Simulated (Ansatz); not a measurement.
Level of theory: DFT, PBEsol, scalar-relativistic, no spin polarisation; plane waves to 420 eV with PAW datasets (Ansatz 0.2.0), Γ-centred 12×12×12 mesh, 0.05 eV Gaussian smearing. The datasets are Ansatz's generated set soft_2.

The calculation on XN, where X is one element, gave:

* Space group: Fm-3m (No. 225)
* Conventional cell: a = 4.552 Å, b = 4.552 Å, c = 4.552 Å, α = 90.00°, β = 90.00°, γ = 90.00°
* Volume: 11.79 Å³/atom
* Band gap: zero (metallic)
* Density of states at the Fermi level: 0.33 states/(eV·atom)
* Formation energy from the elements (0 K, uncorrected): -1.94 eV/atom
* Bulk modulus (Birch–Murnaghan): 269 GPa
* Pressure derivative B0′: 4.1

Sites: X on 4b, N on 4a.

Problem. Which element is X?
A. Nb
B. Sr
C. Y
D. Zr

Solution. D. X is Zr, so the compound is ZrN.

The start was a prototype's sites filled with these elements; the Crystallography Open Database holds the compound in this structure.

The cell is a metal with an odd number of electrons, and spin polarisation wasn't tried.
